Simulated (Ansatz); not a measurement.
# Ti: the cost of one run

Method: DFT PBE, scalar-relativistic, in Ansatz 0.2.0.

## Step 1: The system as given

It takes space group P6_3/mmc (No. 194, hexagonal). Conventional cell: a = 2.950 Å, b = 2.950 Å, c = 4.686 Å, α = 90.00°, β = 90.00°, γ = 120.00°. Around Ti (site symmetry -6m2) lie 12 Ti at 2.90 to 2.95 Å.

As a file:

```
Ti
1.0
     2.95000    0.00000    0.00000
    -1.47500    2.55477    0.00000
     0.00000    0.00000    4.68600
Ti
2
Direct
  0.33333 0.66667 0.25000
  0.66667 0.33333 0.75000
```

Atoms are numbered in the order of the input: Ti1, Ti2.

## Step 2: The deformed structure

Space group P6_3/mmc before, P6_3/mmc after.

## Step 3: Full-potential LAPW

File input.yaml:

```yaml
crystal:
  lattice:
    - [3.0089978176, 0.0, 0.0]
    - [-1.5044989088, 2.60586855, 0.0]
    - [0.0, 0.0, 4.686]
  atoms:
    - { symbol: Ti, position: [0.3333333333, 0.6666666667, 0.25] }
    - { symbol: Ti, position: [0.6666666667, 0.3333333333, 0.75] }
kpoints:
  mp_grid: { grid: [13, 13, 7] }
  band_path:
    path:
      - [0.0, 0.0, 0.0]
      - [0.5, 0.0, 0.0]
      - [0.3333333333, 0.3333333333, 0.0]
      - [0.0, 0.0, 0.0]
      - [0.0, 0.0, 0.5]
      - [0.5, 0.0, 0.5]
      - [0.3333333333, 0.3333333333, 0.5]
      - [0.0, 0.0, 0.5]
      - [0.5, 0.0, 0.5]
    npoints: 5
scf:
  occupations: { method: fermi_dirac, width: 0.08 }
hamiltonian:
  xc: pbe
  pseudopotentials: { kind: all_electron, lapw: { basis_error: 0.0005 } }
output:
  forces: true
  stress: true
  eigenvalues: true
```

Run with:

```sh
> ansatz run input.yaml --threads 1 --pin off --max-ram 3072MiB --backend cpu --events-out ev --progress --plain --runs-dir out
```

Q: Estimate wall time and peak memory on 1 thread of Intel Xeon Platinum 8259CL at 2.50GHz (Skylake/Cascade Lake), shared host.

About 13 s, with a peak of 0.39 GiB.
